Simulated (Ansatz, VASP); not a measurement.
Two plane-wave programs on Na

```
Na
1.0
    -2.02872    2.02872    2.02872
     2.02872   -2.02872    2.02872
     2.02872    2.02872   -2.02872
Na
1
Cartesian
  0.0000 0.0000 0.0000
```

Alike in both runs: task single point; functional LDA; k mesh 11 × 11 × 11; occupations methfessel-paxton of order 1, width 0.2 eV; no spin polarisation.

```csv
,VASP,Ansatz
version,VASP 6.6.1,Ansatz 0.2.0
potentials or method,"VASP PAW LDA potentials, release 64 (Na_pv)","plane waves (420 eV) with PAW, scalar-relativistic"
plane-wave cutoff (eV),520,420
valence electrons in the cell,7,9
```

|  | VASP | Ansatz | Ansatz less VASP |
| --- | --- | --- | --- |
| pressure (GPa) | -0.1 | 0.0 | +0.03 |

The two sets of potentials don't hold the same shells in valence. Ansatz warned: «pseudo_functional_mismatch».
